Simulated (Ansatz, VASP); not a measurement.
Si: VASP beside Ansatz

The input POSCAR:

```
Si
1.0
    0.0000000000      2.7200000000      2.7200000000
    2.7200000000      0.0000000000      2.7200000000
    2.7200000000      2.7200000000      0.0000000000
Si
2
Direct
    0.0000000000      0.0000000000      0.0000000000
    0.2500000000      0.2500000000      0.2500000000
```

INCAR.step1

```
PREC = Accurate
ENCUT = 520
ISMEAR = 0
SIGMA = 0.1
LREAL = False
LASPH = True
NELM = 100
NBANDS = 11
GGA = PE
ALGO = Normal
EDIFF = 1E-4
LWAVE = True
LCHARG = False
```

INCAR.step2

```
PREC = Accurate
ENCUT = 520
EDIFF = 1E-6
ISMEAR = 0
SIGMA = 0.1
LREAL = False
LASPH = True
NELM = 100
ALGO = Normal
ISIF = 2
LWAVE = False
LCHARG = False
METAGGA = R2SCAN
LMIXTAU = True
LUSE_VDW = True
IVDW_NL = 2
BPARAM = 11.95
CPARAM = 0.0093
NBANDS = 11
ISTART = 1
```

KPOINTS

```
regular mesh
0
Gamma
  6 6 6
```

Input for Ansatz:

```yaml
crystal:
  lattice:
    - [0.0, 2.72, 2.72]
    - [2.72, 0.0, 2.72]
    - [2.72, 2.72, 0.0]
  atoms:
    - { symbol: Si, position: [0.0, 0.0, 0.0] }
    - { symbol: Si, position: [0.25, 0.25, 0.25] }
basis:
  ecutwfc: 500
kpoints:
  mp_grid: { grid: [6, 6, 6] }
hamiltonian:
  xc: r2scan
  dispersion: rvv10
scf:
  occupations: { method: gaussian, width: 0.1 }
output:
  forces: true
  stress: true
  eigenvalues: true
```

The cell was built by a generator and needn't be a form met in nature.

Alike in both runs: task single point; functional r2SCAN; dispersion rVV10; k mesh 6 × 6 × 6; occupations gaussian, width 0.1 eV; no spin polarisation.

```csv
,VASP,Ansatz
version,VASP 6.6.1,Ansatz 0.2.0
potentials or method,"VASP PAW PBE potentials, release 64 (Si)","scalar-relativistic, plane waves, PAW"
plane-wave cutoff (eV),520,500
valence electrons in the cell,8,8
```

Ansatz gave:

```
gap on the k mesh at the Fermi level (eV) : 0.88
least direct gap on the mesh (eV)         : 2.73
pressure (GPa)                            : -0.2
```

**Question.** What did VASP give for the same quantities?

**Answer.** gap on the k mesh at the Fermi level (eV): 0.89; least direct gap on the mesh (eV): 2.75; pressure (GPa): -0.4.

Caveats: the PAW data sets were made with another functional, which shifts forces and pressure a little (VASP). r2SCAN opens gaps a little over a GGA but as a rule still falls short of measured ones. A k mesh can miss the band edges.
